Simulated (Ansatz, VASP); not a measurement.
**AlCo in VASP and in Ansatz**

```xyz
2
Lattice="0.0000 2.3391 2.3391 2.3391 0.0000 2.3391 2.3391 2.3391 0.0000" Properties=species:S:1:pos:R:3 pbc="T T T"
Co    0.0000    0.0000    0.0000
Al    2.3391    2.3391    2.3391
```

Alike in both runs: functional PBE; k mesh 14 × 14 × 14; occupations fermi-dirac, width 0.1 eV; no spin polarisation.

Ansatz relaxed the structure, and its values are those at the end. VASP's run is a single point on that final structure, the one shown.

|  | VASP | Ansatz |
| --- | --- | --- |
| version | VASP 6.6.1 | Ansatz 0.2.0 |
| potentials or method | VASP PAW PBE potentials, release 64 (Co, Al) | PAW with Ansatz's default frozen-core files, scalar-relativistic |
| plane-wave cutoff (eV) | 520 | 420 |
| valence electrons in the cell | 12 | 20 |

|  | VASP | Ansatz | Ansatz less VASP |
| --- | --- | --- | --- |
| pressure (GPa) | 9.9 | 10.0 | +0.06 |

The functional is the same, so the differences come from potentials, cutoffs and numerics. The two sets of potentials don't hold the same shells in valence.

Spin polarisation is off, so any magnetic state and its effect on volume and gap are missing.
